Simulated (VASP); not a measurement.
Crystal: MgS (Niningerite).

```
CELL_PARAMETERS angstrom
0.00000 2.60165 2.60165
2.60165 0.00000 2.60165
2.60165 2.60165 0.00000
ATOMIC_POSITIONS crystal
S 0.50000 0.50000 0.50000
Mg 0.00000 0.00000 0.00000
```

Base run:

| Property | Result |
| --- | --- |
| Program | VASP 6.6.1 |
| Functional | PBE0(alpha) |
| Potentials or basis | VASP PAW PBE potentials, release 64 (S, Mg) |
| Cutoff | 520 eV |
| k mesh | 5 × 5 × 5 |
| Occupations | fermi-dirac, width 0.05 eV |
| Spin | no spin polarisation |

Its results: band gap on the k mesh 3.87 eV, indirect (least direct gap 4.42 eV); pressure 0.3 GPa.

**Question.** The run is repeated on the same cell with these changes: share of exact exchange from 0.1 to 0.05. What comes out?

**Answer.** Band gap on the k mesh 3.53 eV, indirect (least direct gap 4.06 eV); pressure 0.6 GPa.

Caveats: the PAW data sets were made with another functional, which shifts forces and pressure a little; an odd mesh through Γ misses points on the zone boundary, where band edges often lie.
